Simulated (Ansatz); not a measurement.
Four zincblende compounds that share partners, relaxed with r2SCAN in Ansatz; the fourth is withheld. No spin polarisation and no zero-point or thermal motion.

```tsv
solid	a (Å)
BN	3.610
BP	4.537
GaN	4.498
```

**Question.** If bond lengths are sums of radii, what lattice constant follows for GaP?

**Answer.** a(GaP) ≈ a(BP) + a(GaN) − a(BN) = 4.537 + 4.498 − 3.610 = 5.425 Å. The relaxed cell has 5.451 Å, +0.5 % from the sum: the rule holds well here.

**Question.** How much does a change of partner add, in either pair?

**Answer.** BN → BP: +0.927 Å, and GaN → GaP: +0.953 Å; BN → GaN: +0.888 Å, and BP → GaP: +0.914 Å. Fixed radii would make each pair equal; they differ by 0.026 Å.
